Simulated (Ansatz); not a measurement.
BeS (F-43m) from a database of computed structures (r2SCAN geometry), in Ansatz:

```
Be S
1.0
     0.00000    2.43431    2.43431
     2.43431    0.00000    2.43431
     2.43431    2.43431    0.00000
Be S
1 1
Direct
  0.00000 0.00000 0.00000
  0.75000 0.75000 0.75000
```

G0W0@PBE with 213 empty bands, a screening cutoff of 220 eV and a 6×6×6 mesh (PAW, contour deformation) gives 4.524 eV over the mesh points, from a PBE gap of 3.134 eV; it sums over 217 bands with 181 plane waves in the screening and a wave cutoff of 420 eV. G0W0 here is at a finite number of bands, screening cutoff and k mesh, not at the basis limit. No spin polarisation and no zero-point or thermal motion.

Q: Another run gave a Kohn-Sham gap of 3.134 eV and a G0W0 gap of 4.458 eV, summing over 217 bands with 181 plane waves in the screening and a wave cutoff of 420 eV. What was changed?

A: Frequency model Godby-Needs pole. Only the quasiparticle gap differs.

Q: Estimate the gap with starting point HSE06.

A: 4.936 eV (+0.412 eV), from a Kohn-Sham gap of 4.085 eV.

Q: Another run gave a Kohn-Sham gap of 3.588 eV and a G0W0 gap of 4.763 eV, summing over 217 bands with 181 plane waves in the screening and a wave cutoff of 500 eV. What was changed?

A: Starting point r2SCAN, with them a wave cutoff of 500 eV. The Kohn-Sham gap has moved while bands and screening basis stay; the higher wave cutoff is that of a meta-GGA.
